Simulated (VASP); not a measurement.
# HfO2: lattice, stiffness and zone-centre modes

What lattice, stiffness and vibrations does HfO2 have at one level of theory? The starting structure is a measured crystal structure from the Crystallography Open Database. All runs use PBEsol.

Main program and level: VASP 6.6.1; Kohn-Sham DFT with plane waves and PAW; PBEsol.

### 1. The structure

It takes space group Fm-3m (No. 225, cubic). The conventional cell has a = 5.115 Å, b = 5.115 Å, c = 5.115 Å, α = 90.00°, β = 90.00°, γ = 90.00°. Hf has 8 O at 2.21 Å nearest. Nearest to O lie 4 Hf at 2.21 Å. Farther neighbours and most contacts between anions are not listed.

Structure file:

```cif
data_structure
_symmetry_space_group_name_H-M 'P 1'
_symmetry_Int_Tables_number 1
_cell_length_a 3.6169
_cell_length_b 3.6169
_cell_length_c 3.6169
_cell_angle_alpha 60.000
_cell_angle_beta 60.000
_cell_angle_gamma 60.000
_cell_volume 33.46
loop_
_atom_site_label
_atom_site_type_symbol
_atom_site_fract_x
_atom_site_fract_y
_atom_site_fract_z
_atom_site_occupancy
Hf1 Hf 0.00000 0.00000 0.00000 1
O2 O 0.75000 0.75000 0.75000 1
O3 O 0.25000 0.25000 0.25000 1
```

### 2. Relaxation

This run starts from the cell of an earlier relaxation, which isn't shown; the restart sets up the plane waves anew.

INCAR

```
SYSTEM = HfO2
PREC = Accurate
ENCUT = 560
EDIFF = 1E-07
NELM = 100
ISMEAR = 0
SIGMA = 0.03
LREAL = .FALSE.
ALGO = Normal
GGA = PS
NBANDS = 17
LASPH = .TRUE.
LORBIT = 11
LWAVE = .FALSE.
LCHARG = .FALSE.
KPAR = 4
IBRION = 2
NSW = 50
ISIF = 3
EDIFFG = -0.002
```

POSCAR

```
HfO2
1.0
    0.0000000000      2.5098606959      2.5098606959
    2.5098606959      0.0000000000      2.5098606959
    2.5098606959      2.5098606959      0.0000000000
Hf O
1 2
Direct
    0.0000000000      0.0000000000      0.0000000000
    0.7500000000      0.7500000000      0.7500000000
    0.2500000000      0.2500000000      0.2500000000
```

KPOINTS

```
Automatic mesh
0
Gamma
8 8 8
0 0 0
```

Potentials, in the order of the species: Hf_pv and O (PBE family, release 64).

Command:

```console
> mpirun -np 4 vasp_std
```

Log:

```text
[banner, memory and clock lines left out]
running    4 mpi-ranks, on    1 nodes
 distrk:  each k-point on    1 cores,    4 groups
 distr:  one band on    1 cores,    1 groups

 POSCAR found type information on POSCAR HfO
 POSCAR found :  2 types and       3 ions
|                                                                             |
|               ----> ADVICE to this user running VASP <----                  |
|                                                                             |
|     You enforced a specific xc type in the INCAR file but a different       |
|     [... a line on the potential file left out ...]
|     I HOPE YOU KNOW WHAT YOU ARE DOING!                                     |
|                                                                             |

 LDA part: xc-table for (Slater+PW92), standard interpolation
 POSCAR, INCAR and KPOINTS ok, starting setup
 FFT: planning ... GRIDC
 FFT: planning ... GRID_SOFT
 FFT: planning ... GRID
 WAVECAR not read
 entering main loop
       N       E                     dE             d eps       ncg     rms          rms(c)
DAV:   1     0.101453051342E+03    0.10145E+03   -0.13378E+04   986   0.136E+03
DAV:   2    -0.327555428118E+02   -0.13421E+03   -0.13038E+03  1259   0.312E+02
DAV:   3    -0.368259549162E+02   -0.40704E+01   -0.40615E+01  1163   0.499E+01
DAV:   4    -0.368486893760E+02   -0.22734E-01   -0.22729E-01  1303   0.407E+00
DAV:   5    -0.368488413775E+02   -0.15200E-03   -0.15199E-03  1174   0.302E-01    0.523E+01
DAV:   6    -0.318016214533E+02    0.50472E+01   -0.20335E+01  1016   0.325E+01    0.442E+01
DAV:   7    -0.316836680582E+02    0.11795E+00   -0.66556E-01  1135   0.703E+00    0.292E+01
DAV:   8    -0.316535396848E+02    0.30128E-01   -0.20522E-01  1020   0.439E+00    0.755E+00
DAV:   9    -0.316388874708E+02    0.14652E-01   -0.44683E-02  1033   0.185E+00    0.243E+00
DAV:  10    -0.316387566480E+02    0.13082E-03   -0.29038E-03  1164   0.424E-01    0.110E-01
DAV:  11    -0.316387508486E+02    0.57994E-05   -0.14857E-04  1160   0.104E-01    0.148E-01
DAV:  12    -0.316387544176E+02   -0.35690E-05   -0.22610E-05  1094   0.350E-02    0.315E-02
DAV:  13    -0.316387548609E+02   -0.44328E-06   -0.73803E-07  1194   0.736E-03    0.780E-03
DAV:  14    -0.316387549298E+02   -0.68932E-07   -0.37819E-08   799   0.162E-03
   1 F= -.31638755E+02 E0= -.31638755E+02  d E =-.316388E+02
 curvature:   0.00 expect dE= 0.000E+00 dE for cont linesearch  0.000E+00
 trial: gam= 0.00000 g(F)=  0.626E-47 g(S)=  0.516E-08 ort = 0.000E+00 (trialstep = 0.100E+01)
 search vector abs. value=  0.526E-08
 reached required accuracy - stopping structural energy minimisation
```

The job ended after 4.8 s (4 MPI ranks of Intel Xeon 6975P-C (Granite Rapids), shared host; peak memory 0.61 GiB; 13 s of CPU time).

The logs omit lines about the potential files and the build; timing stands in the text.

From OUTCAR (step 2):

```text
ion  position               nearest neighbor table
   1  0.000  0.000  0.000-   2 2.17   2 2.17   2 2.17   2 2.17   3 2.17   3 2.17   3 2.17   3 2.17

  LATTYP: Found a face centered cubic cell.
 ALAT       =     5.0197213918

 Subroutine GETGRP returns: Found 48 space group operations
 (whereof 48 operations were pure point group operations)

The static configuration has the point symmetry O_h .

 Found     29 irreducible k-points:

   k-points           NKPTS =     29   k-points in BZ     NKDIM =     29   number of bands    NBANDS=     17

   dimension x,y,z NGX =    28 NGY =   28 NGZ =   28
   dimension x,y,z NGXF=    56 NGYF=   56 NGZF=   56

   ENCUT  =  560.0 eV  41.16 Ry    6.42 a.u.   6.85  6.85  6.85*2*pi/ulx,y,z

   NELECT =      22.0000    total number of electrons

 k-points in reciprocal lattice and weights: Automatic mesh
   0.00000000  0.00000000  0.00000000       0.002
   0.12500000  0.00000000  0.00000000       0.016
   0.25000000  0.00000000  0.00000000       0.016
   0.37500000  0.00000000  0.00000000       0.016
   0.50000000  0.00000000  0.00000000       0.008
   0.12500000  0.12500000  0.00000000       0.012
   0.25000000  0.12500000  0.00000000       0.047
   0.37500000  0.12500000  0.00000000       0.047
   0.50000000  0.12500000  0.00000000       0.047
[...]
-0.37500000  0.50000000  0.12500000       0.023
  -0.25000000  0.50000000  0.25000000       0.012

 average (electrostatic) potential at core
       1 -36.6938       2 -69.3541       3 -69.3541

 E-fermi :   4.5557

 k-point     1 :       0.0000    0.0000    0.0000
  band No.  band energies     occupation
    ...
      7      -1.1989      2.00000
      8      -1.1989      2.00000
      9       3.7590      2.00000
     10       3.7590      2.00000
     11       3.7590      2.00000
     12       8.2374      0.00000
     13       8.2374      0.00000
     14      10.2748      0.00000
     15      15.1896      0.00000
     16      15.1896      0.00000
    ...

 k-point     2 :       0.1250    0.0000    0.0000
  band No.  band energies     occupation
    ...
      7      -1.0415      2.00000
      8      -0.7528      2.00000
      9       3.2901      2.00000
     10       3.4544      2.00000
     11       3.4545      2.00000
     12       8.5550      0.00000
     13       8.5550      0.00000
     14      10.8895      0.00000
     15      14.4217      0.00000
     16      14.8977      0.00000
    ...

 k-point     3 :       0.2500    0.0000    0.0000
  band No.  band energies     occupation
    ...
      7      -0.6543      2.00000
      8       0.2742      2.00000
      9       2.3635      2.00000
     10       2.9109      2.00000
     11       2.9109      2.00000
     12       9.0244      0.00000
     13       9.0244      0.00000
     14      11.4954      0.00000
     15      13.8630      0.00000
     16      14.3868      0.00000
    ...

  Total        0.0003269      0.0003269      0.0003269      0.0000000      0.0000000     -0.0000000
  in kB        0.0165658      0.0165658      0.0165658      0.0000000      0.0000000     -0.0000000
  external PRESSURE =       0.0165658 kB  Pullay stress =       0.0000000 kB

  energy-cutoff  :      560.00
  volume of cell :       31.62
      direct lattice vectors                 reciprocal lattice vectors
     0.000000000  2.509860696  2.509860696    -0.199214244  0.199214244  0.199214244
     2.509860696  0.000000000  2.509860696     0.199214244 -0.199214244  0.199214244
     2.509860696  2.509860696  0.000000000     0.199214244  0.199214244 -0.199214244

 POSITION                                       TOTAL-FORCE (eV/Angst)
 -----------------------------------------------------------------------------------
      0.00000      0.00000      0.00000         0.000000     -0.000000      0.000000
      3.76479      3.76479      3.76479        -0.000000     -0.000000     -0.000000
      1.25493      1.25493      1.25493         0.000000      0.000000      0.000000
 -----------------------------------------------------------------------------------
    total drift:                                0.000000      0.000000      0.000000

  FREE ENERGIE OF THE ION-ELECTRON SYSTEM (eV)
  ---------------------------------------------------
  free  energy   TOTEN  =       -31.6387549298 eV

  energy  without entropy=      -31.6387549298  energy(sigma->0) =      -31.63875493

 reached required accuracy - stopping structural energy minimisation

 total charge
# of ion       s       p       d       tot
------------------------------------------
    1        0.304   6.620   1.429   8.353
    2        1.555   3.551   0.000   5.106
    3        1.555   3.551   0.000   5.106
--------------------------------------------------
tot          3.414  13.721   1.429  18.564

[... 3 further parts left out ...]
```

CONTCAR:

```
HfO2
   1.00000000000000
     0.0000000000000000    2.5098606959000000    2.5098606959000000
     2.5098606959000000    0.0000000000000000    2.5098606959000000
     2.5098606959000000    2.5098606959000000    0.0000000000000000
  Hf              O
     1     2
Direct
     0.0000000000000000    0.0000000000000000    0.0000000000000000
     0.7500000000000000    0.7500000000000000    0.7500000000000000
     0.2500000000000000    0.2500000000000000    0.2500000000000000
```

The PAW data sets were made with PBE, which is usual practice but a small mismatch for other functionals. The run keeps the 48 symmetry operations of its start, so it cannot find a distortion of lower symmetry.

The relaxed cell holds 10.540 Å³ an atom, with a = 5.020 Å (-1.9 % against the database cell). Pressures at 0.985 and 1.015 times this volume, from two more relaxations that aren't shown, give a bulk modulus of 272.5 GPa.

### 3. Elastic constants

INCAR

```
SYSTEM = HfO2
PREC = Accurate
ENCUT = 800
EDIFF = 1E-08
NELM = 100
ISMEAR = 0
SIGMA = 0.03
LREAL = .FALSE.
ALGO = Normal
GGA = PS
NBANDS = 17
LASPH = .TRUE.
LORBIT = 11
LWAVE = .FALSE.
LCHARG = .FALSE.
KPAR = 4
IBRION = 6
NFREE = 2
POTIM = 0.015
ISIF = 3
NSW = 1
```

POSCAR is that of step 2.

KPOINTS

```
Automatic mesh
0
Gamma
10 10 10
0 0 0
```

Command:

```console
> mpirun -np 4 vasp_std
```

Log:

```text
[banner, memory and clock lines left out]
running    4 mpi-ranks, on    1 nodes
[...]
[... a notice as in an earlier step ...]

 LDA part: xc-table for (Slater+PW92), standard interpolation
 POSCAR, INCAR and KPOINTS ok, starting setup
[...]
entering main loop
       N       E                     dE             d eps       ncg     rms          rms(c)
DAV:   1     0.125957832954E+03    0.12596E+03   -0.16369E+04  1598   0.180E+03
DAV:   2    -0.315729462944E+02   -0.15753E+03   -0.15364E+03  2081   0.359E+02
DAV:   3    -0.368281610182E+02   -0.52552E+01   -0.52396E+01  1937   0.578E+01
DAV:   4    -0.368583532473E+02   -0.30192E-01   -0.30186E-01  2035   0.468E+00
[...]
DAV:  13    -0.316498934930E+02   -0.44160E-06   -0.72750E-07  2079   0.742E-03    0.774E-03
DAV:  14    -0.316498935634E+02   -0.70371E-07   -0.43431E-08  1772   0.170E-03    0.503E-04
DAV:  15    -0.316498935601E+02    0.32855E-08   -0.58839E-09  1201   0.588E-04
   1 F= -.31649894E+02 E0= -.31649894E+02  d E =-.250684E-26
[... from here on, the cycles between the ionic steps are left out ...]
   2 F= -.31637157E+02 E0= -.31637157E+02  d E =-.501413E-11
   3 F= -.31636040E+02 E0= -.31636040E+02  d E =-.289008E-29
   4 F= -.31637157E+02 E0= -.31637157E+02  d E =-.396277E-11
   5 F= -.31636040E+02 E0= -.31636040E+02  d E =-.202612E-29
   6 F= -.31637157E+02 E0= -.31637157E+02  d E =-.317537E-11
   7 F= -.31636040E+02 E0= -.31636040E+02  d E =-.337395E-29
   8 F= -.31647528E+02 E0= -.31647528E+02  d E =-.442359E-27
   9 F= -.31647528E+02 E0= -.31647528E+02  d E =-.865777E-27
  10 F= -.31647528E+02 E0= -.31647528E+02  d E =-.873548E-27
  11 F= -.31647528E+02 E0= -.31647528E+02  d E =-.873376E-27
  12 F= -.31647528E+02 E0= -.31647528E+02  d E =-.873750E-27
  13 F= -.31647528E+02 E0= -.31647528E+02  d E =-.874352E-27
  14 F= -.31649204E+02 E0= -.31649204E+02  d E =-.359804E-26
  15 F= -.31649204E+02 E0= -.31649204E+02  d E =-.361627E-26
  16 F= -.31648569E+02 E0= -.31648569E+02  d E =-.363592E-26
  17 F= -.31648569E+02 E0= -.31648569E+02  d E =-.364350E-26
 Finite differences progress:
  Degree of freedom:   8/  8
  Displacement:        2/  2
  Total:              16/ 16
```

Elapsed: 5.4 min, on 4 MPI ranks; peak memory 2.3 GiB; 17 min of CPU time.

Parts of OUTCAR (step 3):

```text
  Total        0.0241632      0.0197593      0.0197593      0.0000000     -0.1209304      0.0000000
  in kB        1.2242976      1.0011582      1.0011582      0.0000000     -6.1272736      0.0000000
  external PRESSURE =       1.0755380 kB  Pullay stress =       0.0000000 kB

 POSITION                                       TOTAL-FORCE (eV/Angst)
 -----------------------------------------------------------------------------------
      0.00000      0.00000      0.00000        -0.045922      0.000000      0.000000
      3.74979      3.76479      3.76479         0.176618     -0.000000     -0.000000
      1.25493      1.25493      1.25493        -0.130696      0.000000      0.000000
 -----------------------------------------------------------------------------------
    total drift:                               -0.000092      0.000000      0.000000

  FREE ENERGIE OF THE ION-ELECTRON SYSTEM (eV)
  ---------------------------------------------------
  free  energy   TOTEN  =       -31.6485693637 eV

  energy  without entropy=      -31.6485693637  energy(sigma->0) =      -31.64856936

[... 3 further parts left out ...]
[key lines of the parts left out:]
E-fermi :   4.5997
```

The last energy, forces and stress in OUTCAR belong to the last displaced cell, not to that of POSCAR.

The elastic tensor has C11 = 598.1, C12 = 111.2, C44 = 74.8 GPa; its Hill averages are a bulk modulus of 273.5 and a shear modulus of 122.9 GPa.

### 4. Modes of the relaxed cell

INCAR

```
SYSTEM = HfO2
PREC = Accurate
ENCUT = 560
EDIFF = 1E-08
NELM = 100
ISMEAR = 0
SIGMA = 0.03
LREAL = .FALSE.
ALGO = Normal
GGA = PS
NBANDS = 17
LASPH = .TRUE.
LORBIT = 11
LWAVE = .FALSE.
LCHARG = .FALSE.
KPAR = 4
IBRION = 8
LEPSILON = .TRUE.
LPEAD = .TRUE.
ISIF = 2
```

POSCAR is that of step 3.

KPOINTS

```
Automatic mesh
0
Gamma
14 14 14
0 0 0
```

Command:

```console
> mpirun -np 4 vasp_std
```

Log:

```text
[... set-up lines as in an earlier step ...]
 entering main loop
       N       E                     dE             d eps       ncg     rms          rms(c)
DAV:   1     0.975160228599E+02    0.97516E+02   -0.13299E+04  3536   0.136E+03
DAV:   2    -0.328457978154E+02   -0.13036E+03   -0.12680E+03  4693   0.309E+02
DAV:   3    -0.368252999819E+02   -0.39795E+01   -0.39685E+01  3986   0.489E+01
DAV:   4    -0.368487074523E+02   -0.23407E-01   -0.23402E-01  4675   0.412E+00
[...]
DAV:  13    -0.316387719170E+02   -0.45706E-06   -0.73886E-07  4621   0.737E-03    0.783E-03
DAV:  14    -0.316387719846E+02   -0.67656E-07   -0.39012E-08  4005   0.159E-03    0.243E-04
DAV:  15    -0.316387719842E+02    0.42883E-09   -0.65738E-09  2663   0.617E-04
   1 F= -.31638772E+02 E0= -.31638772E+02  d E =-.105604E-32
 Linear response reoptimize wavefunctions to high precision
DAV:   1    -0.316387719827E+02    0.15145E-08   -0.47917E-10  2391   0.185E-04
DAV:   2    -0.316387719827E+02   -0.26148E-10   -0.25055E-11  1863   0.440E-05
 Linear response to external field (no local field effect), progress :
[...]
RMM:  15    -0.223689589044E+00   -0.89176E-09   -0.80418E-08 12076   0.190E-05    0.273E-06
 first order change of Fermi-energy   0.15274E+00
 force on displaced ion       1 direction 1 :  -6.130   0.000   0.000
 Born effective charge ion    1 direction 1 :   5.528   0.000   0.000
 Linear response progress:
  Degree of freedom:   2/  2
       N       E                     dE             d eps       ncg     rms          rms(c)
RMM:   1    -0.374857928679E+00   -0.37486E+00    0.22632E-01 31320   0.378E+00
RMM:   2    -0.362727538544E+00    0.12130E-01   -0.11577E-02 22542   0.701E-01    0.717E-01
RMM:   3    -0.364095031663E+00   -0.13675E-02   -0.86981E-04 21546   0.183E-01    0.435E-01
RMM:   4    -0.366309000281E+00   -0.22140E-02   -0.71884E-04 21772   0.177E-01    0.464E-02
[...]
RMM:  10    -0.366015598093E+00   -0.29537E-06   -0.16289E-09 27521   0.104E-04    0.497E-04
RMM:  11    -0.366015386215E+00    0.21188E-06    0.51492E-09 28043   0.482E-05    0.530E-04
RMM:  12    -0.366015389907E+00   -0.36912E-08   -0.19489E-09 28570   0.242E-05    0.101E-04
 first order change of Fermi-energy   0.42970E-01
 force on displaced ion       2 direction 1 : -11.765  -0.000  -0.000
 Born effective charge ion    2 direction 1 :  -2.764   0.000   0.000
 Born effective charges drift removed
 Linear response finished
```

It took 3.4 min on 4 MPI ranks; peak memory 3.9 GiB; 11 min of CPU time.

OUTCAR, selected parts (step 4):

```text
  Total        0.0006610      0.0006610      0.0006610      0.0000000      0.0000000      0.0000000
  in kB        0.0334925      0.0334925      0.0334925      0.0000000      0.0000000      0.0000000
  external PRESSURE =       0.0334925 kB  Pullay stress =       0.0000000 kB

 POSITION                                       TOTAL-FORCE (eV/Angst)
 -----------------------------------------------------------------------------------
      0.00000      0.00000      0.00000        -0.000000      0.000000     -0.000000
      3.76479      3.76479      3.76479         0.000000      0.000000      0.000000
      1.25493      1.25493      1.25493        -0.000000     -0.000000     -0.000000
 -----------------------------------------------------------------------------------
    total drift:                                0.000000      0.000000      0.000000

 MACROSCOPIC STATIC DIELECTRIC TENSOR (including local field effects in DFT)
 ------------------------------------------------------
           5.313744     0.000000    -0.000000
           0.000000     5.313744    -0.000000
          -0.000000     0.000000     5.313744
 ------------------------------------------------------

 MACROSCOPIC STATIC DIELECTRIC TENSOR IONIC CONTRIBUTION
 ------------------------------------------------------
          28.555601    -0.000000    -0.000000
          -0.000000    28.555601     0.000000
          -0.000000     0.000000    28.555601
 ------------------------------------------------------

[... 1 part as in an earlier step ...]

[... 1 further part left out ...]
```

The zone-centre modes at 10.540 Å³ an atom are T2g 589.9, T1u 247.5 cm⁻¹.

(Part 1 of 2 ends here.)

[Lines on the potential files, build, host, timing and source positions are cut from VASP's logs without a mark.]

[Logs are printed without paths, hosts, clocks, repeated set-up lines and the standing remarks that a program may print on its own settings, such as how far it seeks lower states.]

[Hosts, paths, dates, database ids (printed as entryN), source tags and the programs' standing remarks are cut or masked in the printed files.]
